A charge carrier in a semiconductor settles in a valley, a region of crystal momentum where a band has a local minimum for electrons or a local maximum for holes. In a monolayer of MoTe₂ several valleys compete. Which of them matters in a device depends on how far each lies from the band edge, how many equivalent copies it has and how heavy its carriers are. The questions below take these three apart.

Band valleys of monolayer MoTe₂ from Ansatz 0.2.0: DFT with PBE, plane waves and PAW, scalar-relativistic, no spin polarization, geometry as given. The cutoff is 420 eV, the k mesh 24×24×1 for the density and 72×72×1 for the bands, and the Gaussian smearing 0.05 eV. Distances are from the valence or conduction band edge, and hole masses are counted as positive.

```
row  valley distance from edge (eV)  valley edge  valley place  valley count  valley lightest mass (m_e)  valley heaviest mass (m_e)
  1                           0.000      valence             K             2                       0.680                       0.680
  2                           0.512      valence         Gamma            12                         n/a                         n/a
  3                           0.000   conduction             K             2                       0.557                       0.557
  4                           0.108   conduction  K-Gamma line             6                       0.383                       1.139
  5                           0.322   conduction             M             3                       1.492                       1.728
```

### 1. Where do the first carriers go, and how is the count to be read?

Both go to K: the highest valence level and the lowest conduction level lie there. The counts follow from geometry. The hexagonal zone has six corners K, each shared by three zones, which leaves two; six edge midpoints M, each shared by two, which leaves three; and six lines from K to Gamma, each with its own valley.

Gamma is the centre of the zone, a single point, so its count of 12 is an artefact. The search found the maximum a tiny step away from the centre, on a band that is almost flat there, and multiplied it as if it were a general point. Row 2 should be read as one flat region around Gamma.

### 2. Can that flat region draw holes away from K?

A flat band offers many states, which favours Gamma. Its top, however, lies 0.512 eV below the one at K, and at 300 K the Boltzmann factor for that distance is about $3\times10^{-9}$. Gamma would need several hundred million times as many accessible states as K to hold as many holes, which no flatness of this kind supplies. Energy decides the matter, and at ordinary doping the holes stay at K.

### 3. Which conduction valleys offer the most states?

The order is the reverse of the energy order. Near its bottom a valley has elliptical energy contours, and the area inside a contour grows as $\sqrt{m_1 m_2}\,E$, where $m_1$ and $m_2$ are the lightest and heaviest mass and $E$ is the energy above the bottom. The number of states per unit energy is therefore constant, and proportional to the weight

$$W = g\sqrt{m_1 m_2},$$

with $g$ the valley count.

In units of the free-electron mass, $W$ is 1.1 for K, 4.0 for the valleys on the K-Gamma line, called Q from here on, and 4.8 for M. Q gains mostly by number, since it has three times as many copies as K and only a slightly larger average mass. M has fewer copies than Q but much heavier electrons.

### 4. Do electrons move to Q at room temperature?

Some do. At low filling, each valley's population is its weight times a Boltzmann factor. With a thermal energy $kT$ of 0.0259 eV at 300 K, the ratio of electrons in Q to those in K is

$$\frac{n_Q}{n_K}=\frac{6\sqrt{0.383\times1.139}}{2\times0.557}\;e^{-0.108/0.0259}=3.56\times0.0153\approx0.05.$$

About one electron in twenty thus sits in Q, while M, at three times the distance, stays practically empty. The larger weight of Q is worth only a small amount of energy, $kT\ln 3.56$ or 0.033 eV. That is the offset at which Q and K would hold equally many electrons. The calculated offset is about three times as large, so K keeps its lead.

### 5. Are the electrons in Q slow because one of their masses is large?

Their inertia is hardly larger than at K. The threefold symmetry at K forces the mass to be the same in every direction of the plane. A point on the K-Gamma line has no such symmetry, and there the two masses differ by a factor of three, with the light direction along the line to Gamma.

A current, however, draws on all six Q valleys, which are turned against each other. Acceleration goes as the inverse mass, so the average is taken over inverse masses:

$$\frac{1}{m_\text{current}}=\frac12\left(\frac1{m_1}+\frac1{m_2}\right).$$

The light direction dominates this average. The result is 0.573, against 0.557 at K.

Equal inertia means equal mobility only if electrons are scattered equally often in both valleys. The table holds no scattering rates. A nearby Q valley does give those K electrons that have enough energy to reach it many extra states to scatter into, so mobility may suffer even though the mass does not.

### 6. What changes when the layer is heavily charged with electrons?

At zero temperature the electrons fill K first, up to the level where Q begins. Counting both spins, the density at that point is

$$n=\frac{W_K\,m_0}{\pi\hbar^2}\,\Delta E\approx5\times10^{13}\ \text{cm}^{-2},$$

where $W_K$ is the weight of K, $m_0$ the free-electron mass and $\Delta E$ the offset of Q. Beyond it, close to four in five further electrons enter Q, because now the weights alone decide. The estimate takes the bands as parabolic and the offset as fixed, though strong charging can itself shift the valleys.

### 7. Why is the hole at K heavier than the electron?

The simplest picture of a gap has two bands that repel each other and bend apart equally, which makes electron and hole equally heavy. Taking the electron mass for the hole gives a value 18% below the calculated 0.680. The picture is serviceable, but it leaves out two contributions.

One is the free-electron term, which bends every band upward. It sharpens the conduction minimum and flattens the valence maximum. The other is the repulsion from all remaining bands. With masses in units of $m_0$, the mutual repulsion of the two edge bands cancels in the difference

$$\frac1{m_\text{electron}}-\frac1{m_\text{hole}}=2+R,$$

where 2 is the free-electron term, counted once for each band, and $R$ sums the effect of the remaining bands on both.

The calculated masses give 0.325 on the left, so $R$ must be about −1.7. A model that leaves $R$ out and is matched to the electron mass would make the valence band curve upward at K, with no hole valley there at all, so the remote bands cannot be ignored. The negative sign means that bands above the edge pair, pushing down, outweigh those below, pushing up. They cancel most of the free-electron term, and what survives makes the hole the heavier carrier. Here $R$ is deduced from the masses by perturbation theory; it was not calculated band by band.

The same reasoning tells how a different gap would act. The mutual repulsion weakens as the gap widens, so with similar coupling both masses at K grow. This level of theory gives too small a gap, which by itself would make the K masses too light. A method that opens the gap can also strengthen the coupling, however, so the gap alone does not tell whether better masses would be heavier.

### 8. Which digits can be trusted?

For populations, the third decimal of the Q offset has little meaning. Rounding the offset to three decimals changes the ratio of Q to K electrons by 2% at most, but a fall of 0.05 eV would raise that ratio sevenfold and lift the share in Q from about 5% to about 27%. Shifts of a few hundredths of an eV are plausible here. The calculation leaves out spin-orbit coupling, which splits the conduction valleys at K and Q. Nor was the structure relaxed: the computed forces still push both tellurium planes away from the molybdenum plane, and the offset is known to respond to changes of structure such as strain.

The conclusion for holes is much safer. Spin-orbit coupling splits the valence band at K but not at Gamma, and so raises the top at K further above the one at Gamma. Each K valley then offers the first holes one spin state instead of two, but the valley order stands.

The printed analysis below lists the weights, populations and mass comparisons used here. For p-type material, K alone is a sound starting point. For lightly doped n-type material, first relax the tellurium positions at the strain of the real layer and recompute the Q offset with spin-orbit coupling, then compare it with $kT\ln(W_Q/W_K)$, where $W_Q$ is the weight of Q: unless the offset is well above that value, a model with K alone cannot be trusted.

Output of the analysis:

```
Masses and weights of the valleys:
  row  density-of-states mass of one valley (m_e)  current mass (m_e)  heavy over light mass  count times mass (m_e)
    1                                        0.68                0.68                      1                    1.36
    3                                       0.557               0.557                      1                   1.114
    4                                      0.6605              0.5732                  2.974                   3.963
    5                                       1.606               1.601                  1.158                   4.817
Thermal energy at 300 K (eV): 0.02585
Weight of all Q valleys over that of both K valleys: 3.557
Boltzmann factor of Q at 300 K: 0.01533
Share of electrons in Q at 300 K (percent): 5.173
Electrons in M per million in K at 300 K: 16.85
Q offset at which Q and K would hold equally many electrons at 300 K (eV): 0.03281
Factor on the Q to K population ratio if the offset falls by 0.05 eV: 6.918
Change of that ratio for 0.0005 eV of rounding (percent): 1.953
Boltzmann factor of valence Gamma at 300 K (units of 1e-9): 2.505
Electron density at which Q starts to fill at zero temperature (1e13 per cm2): 5.026
Share of further electrons that then enter Q (percent): 78.06
Hole mass over electron mass at K: 1.221
Miss of the equal-mass model for the hole at K (percent): -18.09
Inverse hole mass at K from edge pair and bare term alone (1/m_e): -0.2047
Computed inverse hole mass at K (1/m_e): 1.471
Computed inverse electron mass less inverse hole mass at K (1/m_e): 0.3247
Remote-band sum needed in that difference (1/m_e): -1.675
```
